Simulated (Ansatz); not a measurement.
Runs of Ansatz 0.2.0 on CuO. The typed cell holds 4 atoms: a = 2.880 Å, b = 2.880 Å, c = 5.176 Å, α = 89.81°, β = 89.81°, γ = 89.22°. The cell comes from a database or a generator and needn't be the stable form of this composition.

| task | level | U | cell | k mesh | cutoff (eV) | hubbard projectors | double counting | share of exact exchange | mesh quality | gap on the mesh (eV) | pressure (GPa) | relaxed volume (Å³/atom) |
| --- | --- | --- | --- | --- | --- | --- | --- | --- | --- | --- | --- | --- |
| relaxation of cell and atoms | r2SCAN+U | Cu d U = 5.3 eV | relaxed | 9 × 9 × 5 | 500 | ortho-atomic (the default) | fll (the default) | - | not flagged | none | 0.0 | (a) |
| relaxation of cell and atoms | RPBE | - | relaxed | 9 × 9 × 5 | 420 | - | - | - | not flagged | none | 0.0 | 11.61 |
| relaxation of cell and atoms | PBEsol+D3(BJ) | - | relaxed | 9 × 9 × 5 | 420 | - | - | - | not flagged | none | 0.0 | 10.43 |
| single point | r2SCAN0 form with a typed share of exact exchange | - | as given | 5 × 5 × 3 | 500 | - | - | 0.1 | coarse | none | -1.9 | - |

Alike in all rows: potentials or basis Ansatz PAW; no spin polarisation; smearing fermi-dirac 0.05 eV.

Fill in the values left out.

(a) 10.90.

Caveats: some runs use coarse meshes; the run has no spin polarisation, though such a crystal can be magnetic; the PAW data sets come from PBE, with cores solved anew for the run's functional, which leaves a small shift of forces and pressure; the plane-wave basis is chosen anew once the cell has moved, so the energies of steps on either side of that aren't comparable (some runs); semilocal functionals often make such compounds metallic where correlation or magnetic order opens a gap, which also shifts bond lengths (some runs); U without spin polarisation on a metal has little footing (some runs); pairwise dispersion overbinds metals, which lowers pressure and volume (some runs); the thresholds are loose for stress (some runs).

A gap of «none» marks a metal or a gap under the smearing width.

Runs at the PBE level aren't shown here.
